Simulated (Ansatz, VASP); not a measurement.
Au: VASP beside Ansatz

The input INCAR:

```
SYSTEM = Au
PREC = Accurate ; ENCUT = 520
EDIFF = 1E-7 ; ISMEAR = 1
SIGMA = 0.01 ; LREAL = .FALSE.
LASPH = .TRUE. ; NELM = 100
ALGO = Normal ; ISIF = 2
LWAVE = .FALSE. ; LCHARG = .FALSE.
GGA = CA ; NBANDS = 12
```

File KPOINTS:

```
regular mesh
0
G
  13 13 13
  0 0 0
```

The input POSCAR:

```
Au
1.0
    0.0000000000      2.0229622709      2.0229622709
    2.0229622709      0.0000000000      2.0229622709
    2.0229622709      2.0229622709      0.0000000000
Au
1
Direct
    0.0000000000      0.0000000000      0.0000000000
```

Input for Ansatz:

```yaml
crystal:
  lattice:
    - [0.0, 2.0229622709, 2.0229622709]
    - [2.0229622709, 0.0, 2.0229622709]
    - [2.0229622709, 2.0229622709, 0.0]
  atoms:
    - { symbol: Au, position: [0.0, 0.0, 0.0] }
hamiltonian:
  xc: lda
  pseudopotentials:
    kind: paw
    azcp:
      Au: "pseudopotentials/Au.paw.azcp"
basis:
  ecutwfc: 420
  fft_grid_basis: typed
kpoints:
  mp_grid: { grid: [13, 13, 13], shift: [0, 0, 0] }
magnetization:
  spin_polarized: false
scf:
  occupations: { method: methfessel_paxton, width: 0.01 }
  lower_state_search: "off"
output:
  stress: true
```

Alike in both runs: task single point; functional LDA; k mesh 13 × 13 × 13; occupations methfessel-paxton of order 1, width 0.01 eV; no spin polarisation.

```csv
,VASP,Ansatz
version,VASP 6.6.1,Ansatz 0.2.0
potentials or method,"VASP PAW LDA potentials, release 64 (Au)","plane waves (420 eV) with PAW, scalar-relativistic"
plane-wave cutoff (eV),520,420
valence electrons in the cell,11,19
```

```csv
,VASP,Ansatz,Ansatz less VASP
pressure (GPa),0.3,-0.2,-0.49
```

The two sets of potentials don't hold the same shells in valence. Ansatz warned: «pseudo_functional_mismatch».

Spin-orbit coupling is left out, which matters for the levels of Au.
